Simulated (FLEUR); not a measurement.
Input of a FLEUR MaX-R8.1 (later development tree) run:

File inp.xml:

```xml
<?xml version="1.0" encoding="UTF-8" standalone="no"?>
<fleurInput fleurInputVersion="0.39">
   <comment>
      FeO                                                                                                 
   </comment>
   <calculationSetup>
      <cutoffs Kmax="5.16" Gmax="16.0" GmaxXC="16.0" numbands="0"/>
      <scfLoop itmax="60" minDistance="0.00001" maxIterBroyd="15" imix="Anderson" alpha="0.05" precondParam="0.0" spinf="2.0" sdNocoIR="T"/>
      <coreElectrons ctail="T" frcor="F" kcrel="0" coretail_lmax="0"/>
      <xcFunctional name="PBEs" relativisticCorrections="F"/>
      <magnetism jspins="2"/>
      <soc l_soc="F" theta="0.0" phi="0.0" spav="F"/>
      <expertModes spex="0" secvar="F"/>
      <geometryOptimization l_f="F" forcealpha="1.0" forcemix="BFGS" epsdisp="0.00001" epsforce="0.00001"/>
      <ldaU l_linMix="F" mixParam="0.05" spinf="1.0"/>
   </calculationSetup>
   <cell>
      <bzIntegration valenceElectrons="22.0" mode="hist" fermiSmearingEnergy="0.00183747">
         <kPointListSelection listName="default-1"/>
         <!-- k-points included here -->
         <xi:include xmlns:xi="http://www.w3.org/2001/XInclude" href="kpts.xml"> </xi:include>
      </bzIntegration>
      <!-- symmetry operations included here -->
      <xi:include xmlns:xi="http://www.w3.org/2001/XInclude" href="sym.xml"> </xi:include>
      <bulkLattice scale="1.0">
         <bravaisMatrix>
            <row-1>   -2.9762125778073525     2.9762125778073525     3.8702983644688538</row-1>
            <row-2>    2.9762125778073525    -2.9762125778073525     3.8702983644688538</row-2>
            <row-3>    2.9762125778073525     2.9762125778073525    -3.8702983644688538</row-3>
         </bravaisMatrix>
      </bulkLattice>
   </cell>
   <atomSpecies>
      <species name="Iron (Fe) 3.000" element="Fe" atomicNumber="26">
         <mtSphere radius="1.9" gridPoints="671" logIncrement="0.018"/>
         <atomicCutoffs lmax="8" lnonsphr="8"/>
         <electronConfig flipSpins="F">
            <coreConfig>(1s1/2) (2s1/2) (2p1/2) (2p3/2)</coreConfig>
            <valenceConfig>(3s1/2) (3p1/2) (3p3/2) (4s1/2) (3d3/2) (3d5/2)</valenceConfig>
            <stateOccupation state="(3d3/2)" spinUp="1.5" spinDown="0.9"/>
            <stateOccupation state="(3d5/2)" spinUp="3.0" spinDown="0.6"/>
         </electronConfig>
         <energyParameters s="4" p="4" d="3" f="4"/>
         <lo type="SCLO" l="0" n="3" eDeriv="0"/>
         <lo type="SCLO" l="1" n="3" eDeriv="0"/>
         <lo type="SCLO" l="1" n="3" eDeriv="1"/>
         <lo type="SCLO" l="2" n="3" eDeriv="2"/>
         <lo type="SCLO" l="3" n="4" eDeriv="2"/>
      </species>
      <species name="Oxygen (O)" element="O" atomicNumber="8">
         <mtSphere radius="1.45" gridPoints="513" logIncrement="0.021"/>
         <atomicCutoffs lmax="8" lnonsphr="8"/>
         <electronConfig flipSpins="F">
            <coreConfig>(1s1/2)</coreConfig>
            <valenceConfig>(2s1/2) (2p1/2) (2p3/2)</valenceConfig>
            <stateOccupation state="(2p1/2)" spinUp="0.666667" spinDown="0.666667"/>
            <stateOccupation state="(2p3/2)" spinUp="1.333333" spinDown="1.333333"/>
         </electronConfig>
         <energyParameters s="2" p="2" d="3" f="4"/>
         <lo type="SCLO" l="0" n="2" eDeriv="2"/>
         <lo type="SCLO" l="1" n="2" eDeriv="2"/>
         <lo type="SCLO" l="2" n="3" eDeriv="2"/>
      </species>
   </atomSpecies>
   <atomGroups>
      <atomGroup species="Iron (Fe) 3.000">
         <relPos label="                   1">.0000000000 .0000000000 .0000000000</relPos>
         <force calculate="T" relaxXYZ="TTT"/>
      </atomGroup>
      <atomGroup species="Oxygen (O)">
         <relPos label="                   2">1.000/2.000 1.000/2.000 .0000000000</relPos>
         <force calculate="T" relaxXYZ="TTT"/>
      </atomGroup>
   </atomGroups>
   <output dos="F" band="F" slice="F">
      <checks vchk="F" cdinf="F"/>
      <bandDOS minEnergy="-.5*Htr" maxEnergy="0.5*Htr" sigma="0.015" storeEVData="T"/>
      <vacuumDOS vacdos="F" integ="F" star="F" nstars="0" locx1="0.0" locy1="0.0" locx2="0.0" locy2="0.0" nstm="0" tworkf="0.0"/>
      <unfoldingBand unfoldBand="F" supercellX="1" supercellY="1" supercellZ="1"/>
      <plotting iplot="0" polar="F">
         <plot TwoD="T" vec1="  1.0  0.0  0.0" vec2="  0.0  1.0  0.0" vec3="  0.0  0.0  1.0" zero="  0.0  0.0  0.0" file="plot"/>
      </plotting>
      <chargeDensitySlicing numkpt="0" minEigenval="0.0" maxEigenval="0.0" nnne="0" pallst="F"/>
      <specialOutput eonly="F"/>
      <moessbauerParams electricFieldGradient="T" isomerShift="T" coreHyperfine="T" valenceHyperfine="T"/>
      <magneticCircularDichroism mcd="F" energyLo="-10.0" energyUp="0.0"/>
   </output>
  <!-- We include the file relax.xml here to enable relaxations (see documentation) -->
  <xi:include xmlns:xi="http://www.w3.org/2001/XInclude" href="relax.xml"> <xi:fallback/> </xi:include>
</fleurInput>
```

crystal.txt

```
FeO
&input cartesian=F /
-1.5749438710  1.5749438710  2.0480736939
1.5749438710  -1.5749438710  2.0480736939
1.5749438710  1.5749438710  -2.0480736939
1.8897261246
1.0 1.0 1.0

2
26 0.0000000000  0.0000000000  0.0000000000 : 3.000
8 0.5000000000  0.5000000000  0.0000000000

&kpt div1=12 div2=12 div3=12 gamma=T /
```

Potentials or basis: all-electron, FLAPW.

The run is started by

```sh
$ inpgen -f crystal.txt -profile fastHighL
$ # inp.xml edited to the form shown
$ fleur_MPI
```

(1) Estimate the net moment.

(2) Estimate the site moments.

(3) Predict the band gap on the k mesh.

## Answers

(1) 4.00 μB per cell.

(2) Fe +3.47; O +0.30 μB.

(3) none (metal or under the smearing width).

Caveat: a cell with one magnetic atom can't hold antiferromagnetic order, which such compounds often take; semilocal functionals often make such compounds metallic where correlation or magnetic order opens a gap, which also shifts bond lengths.
